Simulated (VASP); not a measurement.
**VASP 6.6.1 run: BaTiO3**

INCAR

```
NSW = 0
NBANDS = 28
SIGMA = 0.02
METAGGA = SCAN
ENCUT = 520
LASPH = .TRUE.
EDIFF = 1E-7
NELM = 120
PREC = Accurate
LREAL = .FALSE.
IBRION = -1
ISIF = 2
LCHARG = .FALSE.
LWAVE = .FALSE.
NELECT = 40.1
ISMEAR = -1
```

KPOINTS

```
KPOINTS created by Atomic Simulation Environment
0
Gamma
6 6 6
0 0 0
```

POSCAR

```
Ba Ti O
 1.0000000000000000
     4.0739784508000003    0.0000000000000000    0.0000000000000000
     0.0000000000000000    4.0739784508000003    0.0000000000000000
     0.0000000000000000    0.0000000000000000    4.0739784508000003
 Ba  Ti  O
   1   1   3
Cartesian
  0.0000000000000000  0.0000000000000000  0.0000000000000000
  2.0369892254000002  2.0369892254000002  2.0369892254000002
  2.0369892254000002  2.0369892254000002  0.0000000000000000
  2.0369892254000002  0.0000000000000000  2.0369892254000002
  0.0000000000000000  2.0369892254000002  2.0369892254000002
```

The recommended PBE PAW datasets give the neutral cell 40 valence electrons.

Command

```
mpirun -np 1 vasp_std
```

OSZICAR

```
N       E                     dE             d eps       ncg     rms          rms(c)
DAV:   1     0.381884651907E+03    0.38188E+03   -0.21358E+04  1120   0.157E+03
DAV:   2    -0.677115268172E+02   -0.44960E+03   -0.43035E+03  1268   0.433E+02
DAV:   3    -0.111718256523E+03   -0.44007E+02   -0.43645E+02  1608   0.136E+02
DAV:   4    -0.113874512844E+03   -0.21563E+01   -0.21493E+01  1664   0.250E+01
DAV:   5    -0.113946688993E+03   -0.72176E-01   -0.72164E-01  1496   0.328E+00    0.217E+01
DAV:   6    -0.900653536367E+02    0.23881E+02   -0.39403E+01  1468   0.636E+01    0.608E+00
DAV:   7    -0.907427651377E+02   -0.67741E+00   -0.44119E+00  1372   0.126E+01    0.477E+00
DAV:   8    -0.906898599156E+02    0.52905E-01   -0.40870E-01  1460   0.495E+00    0.194E+00
DAV:   9    -0.907231207444E+02   -0.33261E-01   -0.12643E-01  1356   0.247E+00    0.585E-01
DAV:  10    -0.907319823560E+02   -0.88616E-02   -0.93322E-02  1392   0.155E+00    0.791E-01
DAV:  11    -0.907245603065E+02    0.74220E-02   -0.42179E-02  1432   0.181E+00    0.182E-01
DAV:  12    -0.907241591916E+02    0.40111E-03   -0.20576E-03  1408   0.376E-01    0.730E-02
DAV:  13    -0.907244136615E+02   -0.25447E-03   -0.61154E-04  1556   0.216E-01    0.483E-02
DAV:  14    -0.907244629914E+02   -0.49330E-04   -0.10045E-04  1580   0.786E-02    0.180E-02
DAV:  15    -0.907244911310E+02   -0.28140E-04   -0.28003E-05  1328   0.291E-02    0.773E-03
DAV:  16    -0.907245514910E+02   -0.60360E-04   -0.42294E-06  1580   0.155E-02    0.727E-03
DAV:  17    -0.907245432582E+02    0.82328E-05   -0.27621E-07  1148   0.368E-03    0.369E-03
DAV:  18    -0.907245386151E+02    0.46431E-05   -0.53200E-07  1160   0.465E-03    0.128E-03
DAV:  19    -0.907245366419E+02    0.19733E-05   -0.74728E-08   784   0.268E-03    0.618E-04
DAV:  20    -0.907245373065E+02   -0.66462E-06   -0.34065E-08   636   0.113E-03    0.232E-04
DAV:  21    -0.907245369470E+02    0.35952E-06   -0.64378E-09   644   0.604E-04    0.112E-04
DAV:  22    -0.907245370146E+02   -0.67641E-07   -0.18530E-09   628   0.271E-04
   1 F= -.90724537E+02 E0= -.90723974E+02  d E =-.112621E-02
```

Standard output (part)

```
POSCAR found type information on POSCAR BaTiO
 POSCAR found :  3 types and       5 ions
 LDA part: xc-table for (None), standard interpolation
 POSCAR, INCAR and KPOINTS ok, starting setup
 WAVECAR not read
 entering main loop
 the old and the new charge density differ
    0.217E+01
```

From OUTCAR

```
k-points           NKPTS =     20   k-points in BZ     NKDIM =     20   number of bands    NBANDS=     28

   NELECT =      40.1000    total number of electrons

   dimension x,y,z NGX =    30 NGY =   30 NGZ =   30
   dimension x,y,z NGXF=    60 NGYF=   60 NGZF=   60

  energy-cutoff  :      520.00
  volume of cell :       67.62
      direct lattice vectors                 reciprocal lattice vectors
     4.073978451  0.000000000  0.000000000     0.245460307  0.000000000  0.000000000
     0.000000000  4.073978451  0.000000000     0.000000000  0.245460307  0.000000000
     0.000000000  0.000000000  4.073978451     0.000000000  0.000000000  0.245460307

 k-points in reciprocal lattice and weights: KPOINTS created by Atomic Simulation Env
   0.00000000  0.00000000  0.00000000       0.005
   0.16666667  0.00000000  0.00000000       0.028
   0.33333333  0.00000000  0.00000000       0.028
   0.50000000  0.00000000  0.00000000       0.014
   0.16666667  0.16666667  0.00000000       0.056
   0.33333333  0.16666667  0.00000000       0.111
   0.50000000  0.16666667  0.00000000       0.056
   0.33333333  0.33333333  0.00000000       0.056
   ...

 E-fermi :   5.3840

 k-point     1 :       0.0000    0.0000    0.0000
  band No.  band energies     occupation
      1     -55.9108      2.00000
      2     -30.9827      2.00000
      3     -30.9821      2.00000
      4     -30.9820      2.00000
      5     -22.6130      2.00000
      6     -14.6762      2.00000
      7     -14.0403      2.00000
      8     -14.0403      2.00000
      9      -7.2795      2.00000
     10      -7.2795      2.00000
     11      -7.2795      2.00000
     12       0.7593      2.00000
     13       0.7593      2.00000
     14       0.7593      2.00000
     15       2.0940      2.00000
     16       2.0940      2.00000
     17       2.0940      2.00000
     18       2.9407      2.00000
     19       2.9407      2.00000
     20       2.9407      2.00000
     21       5.2935      1.97858
     22       5.2940      1.97799
     23       5.2940      1.97798
     24       7.1051      0.00000
     25       7.1066      0.00000
     26       8.5709      0.00000
     27       8.5709      0.00000
     28      10.6938      0.00000

 k-point     2 :       0.1667    0.0000    0.0000
  band No.  band energies     occupation
      1     -55.9106      2.00000
      2     -30.9935      2.00000
      3     -30.9823      2.00000
      4     -30.9816      2.00000
      5     -22.5898      2.00000
      6     -14.6802      2.00000
      7     -14.0332      2.00000
      8     -14.0183      2.00000
      9      -7.2454      2.00000
     10      -7.2454      2.00000
     11      -7.2038      2.00000
     12       0.3636      2.00000
     13       0.7033      2.00000
     14       0.7034      2.00000
     15       1.8432      2.00000
     16       1.8432      2.00000
     17       1.8829      2.00000
     18       2.3491      2.00000
     19       2.7752      2.00000
     20       2.7753      2.00000
     21       5.3281      1.88449
     22       5.7486      0.00000
     23       5.7491      0.00000
     24       7.1068      0.00000
     25       7.7677      0.00000
     26       9.0409      0.00000
     27       9.0833      0.00000
     28      11.3392      0.00000

 ...

  Total       -2.6867620     -2.6867620     -2.6867620      0.0000000     -0.0000000     -0.0000000
  in kB      -63.6624875    -63.6624875    -63.6624875      0.0000000     -0.0000000     -0.0000000
  external PRESSURE =     -63.6624875 kB  Pullay stress =       0.0000000 kB

 POSITION                                       TOTAL-FORCE (eV/Angst)
 -----------------------------------------------------------------------------------
      0.00000      0.00000      0.00000         0.000000      0.000000      0.000000
      2.03699      2.03699      2.03699         0.000000      0.000000      0.000000
      2.03699      2.03699      0.00000         0.000000      0.000000      0.000000
      2.03699      0.00000      2.03699         0.000000      0.000000      0.000000
      0.00000      2.03699      2.03699         0.000000      0.000000      0.000000
 -----------------------------------------------------------------------------------
    total drift:                                0.000000      0.000000     -0.000000

  FREE ENERGIE OF THE ION-ELECTRON SYSTEM (eV)
  ---------------------------------------------------
  free  energy   TOTEN  =       -90.7245370146 eV

  energy  without entropy=      -90.7234108036  energy(sigma->0) =      -90.72397391
```

It converged. Results: pressure -6.4 GPa.

The cell is charged and sits in a uniform background.

For comparison, a separate PBE run of the intended cell, on usual settings and not on those above, gives a gap of 1.64 eV on its mesh and a pressure of -4.6 GPa.

The run above took about 2.1 min on one core of a shared host (Intel Xeon Platinum 8488C) and held 0.2 GiB at most.
